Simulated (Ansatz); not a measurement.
AlN (rocksalt), relaxed with r2SCAN in Ansatz. It is cubic, Fm-3m (No. 225); conventional cell a = 4.038 Å, 8.23 Å³ an atom. Al has 6 N at 2.02 Å; N has 6 Al at 2.02 Å.

The axes x, y and z are those of this cell:
```xyz
2
Lattice="0.0000 2.0189 2.0189 2.0189 0.0000 2.0189 2.0189 2.0189 0.0000" Properties=species:S:1:pos:R:3 pbc="T T T"
Al    0.0000    0.0000    0.0000
N     2.0189    2.0189    2.0189
```

Unstrained: PBE gives an indirect gap of 4.669 eV, from Γ to X; the least direct gap is 5.726 eV at Γ. r2SCAN gives an indirect gap of 5.522 eV, from Γ to X; the least direct gap is 6.530 eV at Γ. HSE06 gives an indirect gap of 6.083 eV, from Γ to X; the least direct gap is 7.266 eV at Γ. Meshes: PBE 10×10×10, r2SCAN 10×10×10, HSE06 8×8×8. Strains are changes of length per length. After each strain the atoms were relaxed again with r2SCAN within the symmetry that the strain leaves, so tilts or polar shifts that break it weren't tested; points keep the names that they have in the unstrained zone. These are computed values for a spin-unpolarised cell that may be hypothetical; none is a measurement.

(1) For epitaxial -4.0 % in the xy plane, how far does the free direction move, and what happens to the gap?

(2) For epitaxial -2.0 % in the xy plane, how far does the free direction move, and what happens to the gap?

(3) For epitaxial +3.0 % in the xy plane, how far does the free direction move, and what happens to the gap?

(4) For epitaxial -3.0 % in the xy plane, how far does the free direction move, and what happens to the gap?

(5) For epitaxial +4.0 % in the xy plane, how far does the free direction move, and what happens to the gap?

(6) For epitaxial -1.0 % in the xy plane, how far does the free direction move, and what happens to the gap?

(7) For epitaxial +1.0 % in the xy plane, how far does the free direction move, and what happens to the gap?

(8) For epitaxial +2.0 % in the xy plane, how far does the free direction move, and what happens to the gap?

Answers

(1) The normal strain at zero normal stress is +3.53 %, 0.88 of the in-plane strain with the sign turned. PBE: the gap goes from 4.669 to 4.664 eV (-0.005 eV); with r2SCAN the top three valence levels at Γ, degenerate before, become 1+2 from the top over 467 meV. r2SCAN: the gap goes from 5.522 to 5.450 eV (-0.072 eV). HSE06: the gap goes from 6.083 to 5.930 eV (-0.153 eV).

(2) The normal strain at zero normal stress is +1.65 %, 0.82 of the in-plane strain with the sign turned. PBE: the gap goes from 4.669 to 4.643 eV (-0.026 eV); with r2SCAN the top three valence levels at Γ, degenerate before, become 1+2 from the top over 252 meV. r2SCAN: the gap goes from 5.522 to 5.501 eV (-0.021 eV). HSE06: the gap goes from 6.083 to 6.040 eV (-0.043 eV).

(3) The normal strain at zero normal stress is -2.13 %, 0.71 of the in-plane strain with the sign turned. PBE: the gap goes from 4.669 to 3.940 eV (-0.729 eV); the X points, equivalent before, split by 425 meV, and the conduction bottom lies at those like (1/2, 1/2, 0); with r2SCAN the top three valence levels at Γ, degenerate before, become 2+1 from the top over 407 meV. r2SCAN: the gap goes from 5.522 to 4.773 eV (-0.749 eV); the X points, equivalent before, split by 427 meV, and the conduction bottom lies at those like (1/2, 1/2, 0). HSE06: the gap goes from 6.083 to 5.284 eV (-0.799 eV); the X points, equivalent before, split by 449 meV, and the conduction bottom lies at those like (1/2, 1/2, 0).

(4) The normal strain at zero normal stress is +2.55 %, 0.85 of the in-plane strain with the sign turned. PBE: the gap goes from 4.669 to 4.646 eV (-0.023 eV); with r2SCAN the top three valence levels at Γ, degenerate before, become 1+2 from the top over 365 meV. r2SCAN: the gap goes from 5.522 to 5.507 eV (-0.015 eV). HSE06: the gap goes from 6.083 to 6.036 eV (-0.047 eV).

(5) The normal strain at zero normal stress is -2.76 %, 0.69 of the in-plane strain with the sign turned. PBE: the gap goes from 4.669 to 3.736 eV (-0.933 eV); the X points, equivalent before, split by 534 meV, and the conduction bottom lies at those like (1/2, 1/2, 0); with r2SCAN the top three valence levels at Γ, degenerate before, become 2+1 from the top over 545 meV. r2SCAN: the gap goes from 5.522 to 4.564 eV (-0.958 eV); the X points, equivalent before, split by 535 meV, and the conduction bottom lies at those like (1/2, 1/2, 0). HSE06: the gap goes from 6.083 to 5.059 eV (-1.024 eV); the X points, equivalent before, split by 564 meV, and the conduction bottom lies at those like (1/2, 1/2, 0).

(6) The normal strain at zero normal stress is +0.81 %, 0.81 of the in-plane strain with the sign turned. PBE: the gap goes from 4.669 to 4.650 eV (-0.019 eV); with r2SCAN the top three valence levels at Γ, degenerate before, become 1+2 from the top over 130 meV. r2SCAN: the gap goes from 5.522 to 5.506 eV (-0.016 eV). HSE06: the gap goes from 6.083 to 6.056 eV (-0.027 eV).

(7) The normal strain at zero normal stress is -0.75 %, 0.75 of the in-plane strain with the sign turned. PBE: the gap goes from 4.669 to 4.406 eV (-0.263 eV); the X points, equivalent before, split by 158 meV, and the conduction bottom lies at those like (1/2, 1/2, 0); with r2SCAN the top three valence levels at Γ, degenerate before, become 2+1 from the top over 133 meV. r2SCAN: the gap goes from 5.522 to 5.251 eV (-0.271 eV); the X points, equivalent before, split by 159 meV, and the conduction bottom lies at those like (1/2, 1/2, 0). HSE06: the gap goes from 6.083 to 5.795 eV (-0.288 eV); the X points, equivalent before, split by 167 meV, and the conduction bottom lies at those like (1/2, 1/2, 0).

(8) The normal strain at zero normal stress is -1.46 %, 0.73 of the in-plane strain with the sign turned. PBE: the gap goes from 4.669 to 4.163 eV (-0.506 eV); the X points, equivalent before, split by 300 meV, and the conduction bottom lies at those like (1/2, 1/2, 0); with r2SCAN the top three valence levels at Γ, degenerate before, become 2+1 from the top over 270 meV. r2SCAN: the gap goes from 5.522 to 5.002 eV (-0.520 eV); the X points, equivalent before, split by 302 meV, and the conduction bottom lies at those like (1/2, 1/2, 0). HSE06: the gap goes from 6.083 to 5.529 eV (-0.554 eV); the X points, equivalent before, split by 317 meV, and the conduction bottom lies at those like (1/2, 1/2, 0).

The meshes of the hybrids are coarse, so their gaps aren't converged to the digits shown.

The splittings at Γ are without spin-orbit coupling, which regroups them where it is of like size.
